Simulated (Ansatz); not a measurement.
Crystal: ZrC.

```
Zr C
1.0
     3.39148    0.00000    0.00000
    -1.69574    2.93710    0.00000
     0.00000    0.00000    5.29005
Zr C
2 2
Cartesian
  1.6957 0.9790 3.9675
  0.0000 1.9581 1.3225
  0.0000 0.0000 2.6450
  0.0000 0.0000 0.0000
```

The cell comes from a database or a generator and needn't be the stable form of this composition.

Base run:

```yaml
Program: Ansatz 0.2.0
Functional: PBEsol
Potentials_or_basis: Ansatz PAW
Cutoff: "420 eV (not typed: the program's choice for these potentials)"
k_mesh: 9 × 9 × 5
Occupations: fermi-dirac, width 0.05 eV
Spin: no spin polarisation
Hubbard_terms: Zr d U = 1 eV
```

Its results: band gap on the k mesh none (metal or under the smearing width); pressure -6.7 GPa.

**Question.** The run is repeated on the same cell with these changes: hubbard terms from Zr d U = 1 eV to Zr d U = 4 eV. What comes out?

**Answer.** Band gap on the k mesh none (metal or under the smearing width); pressure -2.9 GPa.

Caveats: U without spin polarisation on a metal has little footing; the PAW data sets come from PBE, with cores solved anew for the run's functional, which leaves a small shift of forces and pressure; the U is typed as a test and isn't derived for this compound.
